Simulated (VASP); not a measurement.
Wanted: an ASE script for a VASP 6.6.1 run.

```
Task                               : single point
Functional                         : HSE03
Dispersion                         : D3(BJ)
Potentials or basis                : VASP PAW PBE potentials, release 64 (N, B)
Cutoff                             : 520 eV
k mesh                             : 6 × 6 × 2
Occupations                        : fermi-dirac, width 0.02 eV
Spin                               : no spin polarisation
Grid for exact exchange (PRECFOCK) : Fast
Further INCAR settings             : ALGO = Normal; EDIFF = 1.00e-07; NBANDS = 16
```

The structure of BN lies in BN.xyz:

```xyz
4
Lattice="2.4982400000 0.0000000000 0.0000000000 -1.2491200000 2.1635393048 0.0000000000 0.0000000000 0.0000000000 6.6357000000" Properties=species:S:1:pos:R:3 pbc="T T T"
N      1.2491200001      0.7211797682      1.6589250000
N     -0.0000000001      1.4423595366      4.9767750000
B      1.2491200001      0.7211797682      4.9767750000
B     -0.0000000001      1.4423595366      1.6589250000
```

The input as run:

run.py

```python
from ase.calculators.vasp import Vasp
from ase.dft.bandgap import bandgap
from ase.io import read

atoms = read('BN.xyz')
calc = Vasp(
    directory='calc',
    xc='hse03',
    pp='PBE',
    setups='recommended',
    prec='Accurate',
    encut=520,
    ediff=1e-07,
    ismear=-1,
    sigma=0.02,
    lreal=False,
    lasph=True,
    nelm=100,
    algo='Normal',
    isif=2,
    lwave=False,
    lcharg=False,
    precfock='Fast',
    ivdw=12,
    vdw_s6=1.0,
    vdw_s8=1.1243,
    vdw_a1=0.0,
    vdw_a2=6.8889,
    kpts=[6, 6, 2],
    gamma=True,
    nbands=16,
)
atoms.calc = calc

print('energy (eV):', atoms.get_potential_energy())
print('free energy (eV):', atoms.get_potential_energy(force_consistent=True))
print('forces (eV/A):')
print(atoms.get_forces())
print('stress (eV/A^3, Voigt):', atoms.get_stress())
print('Fermi level (eV):', calc.get_fermi_level())
gap, top, bottom = bandgap(calc)
print('band gap (eV):', gap, 'from (spin, k, band)', top, 'to', bottom)
```

Potentials or basis: VASP PAW PBE potentials, release 64 (N, B).

Run with:

```bash
$ python run.py
```

Results of the run:

- Pressure: -2.6 GPa
- Band gap on the k mesh: 5.35 eV, indirect (least direct gap 5.82 eV)
- Dispersion energy per atom: -0.157 eV

Caveat: the k mesh is coarse (spacing up to 0.48 Å⁻¹), so the values aren't converged, least of all with exact exchange; the PAW data sets were made with another functional, which shifts forces and pressure a little.

Run time: 5.7 min on 1 thread of Intel(R) Xeon(R) Platinum 8259CL CPU @ 2.50GHz (Skylake/Cascade Lake) (shared host), peak memory 0.26 GiB.
